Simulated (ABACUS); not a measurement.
## Sn under changes of volume

One of the cells (27.650 Å³/atom); the others are scaled copies at fixed shape and fractional positions:

```
CELL_PARAMETERS angstrom
-2.94014 2.94014 1.59930
2.94014 -2.94014 1.59930
2.94014 2.94014 -1.59930
ATOMIC_POSITIONS crystal
Sn 0.00000 0.00000 0.00000
Sn 0.75000 0.25000 0.50000
```

| Property | Result |
| --- | --- |
| Program | ABACUS 3.10.1 |
| Functional | PBE |
| Potentials or basis | PseudoDojo NC SR 0.4.1 PBE standard |
| Cutoff | 993 eV |
| Density cutoff | 3973 eV |
| Basis | plane waves |
| k mesh | 9 × 9 × 9 |
| Occupations | fermi-dirac, width 0.05 eV |
| Spin | no spin polarisation |

```csv
volume (Å³/atom),energy over the lowest point (meV/atom),pressure (GPa)
25.991,37.49,5.4
26.544,21.55,3.9
27.097,10.32,2.6
27.650,3.28,1.5
28.203,0.00,0.4
28.756,0.11,-0.5
29.309,?,?
```

Question: What does the run at 29.309 Å³/atom give?

Answer: Energy over the lowest point 3.28 meV/atom; pressure -1.3 GPa.

Worked out: A Birch-Murnaghan fit of order 3 (a polynomial in V^(-2/3)) to the other rows has its minimum at 28.46 Å³/atom with B0 = V·E''(V) = 48 GPa and B' = 4.6 at fixed shape and positions, which overstates the stiffness. It gives 3.24 meV/atom at 29.309 Å³/atom, against the run's 3.28, and -dE/dV = -1.3 GPa, against -1.3.

Energies are extrapolated to zero smearing.
